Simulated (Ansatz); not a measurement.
CdF$_{2}$, DFT, LDA, all-electron PAW with datasets made for the crystal, scalar-relativistic (Ansatz 0.2.0), run on 1 thread of Arm Neoverse V2 on a shared host.

The cell comes from COD entry 9009006, which wasn't checked; take it as a given geometry. The listed cell was then made from it by scaling, straining or moving an atom.

Command: `ansatz run input.yaml --threads 1 --pin off --max-ram 4096MiB --backend cpu --events-out ev --progress --plain --runs-dir out`

```yaml
crystal:
  lattice:
    - [-0.02694, 2.68053, 2.68053]
    - [2.68053, -0.02694, 2.68053]
    - [2.68053, 2.68053, -0.02694]
  atoms:
    - { symbol: Cd, position: [0.0, 0.0, 0.0] }
    - { symbol: F, position: [0.25, 0.25, 0.25] }
    - { symbol: F, position: [0.75, 0.75, 0.75] }
kpoints:
  mp_grid: { grid: [8, 8, 8] }
scf:
  occupations: { method: fermi_dirac, width: 0.02 }
hamiltonian:
  xc: lda
  pseudopotentials: { kind: all_electron, datasets: crystal }
output:
  forces: true
  stress: true
  eigenvalues: true
  efg: { contact_densities: true }
```

**Question.** How large is the problem that the program sets up?

**Answer.** 65 irreducible k-points, 537 plane waves at Γ, 17 bands.

**Question.** Estimate the wall time and the peak memory.

**Answer.** 11 s of wall time for 8 SCF iterations, with a peak of 0.54 GiB. Times on shared machines scatter by tens of per cent.

**Question.** And the same cell and mesh by PAW (frozen-core files), asked for forces, stress, eigenvalues, efg, on the same hardware?

**Answer.** 3.6 s, peak memory 0.35 GiB.
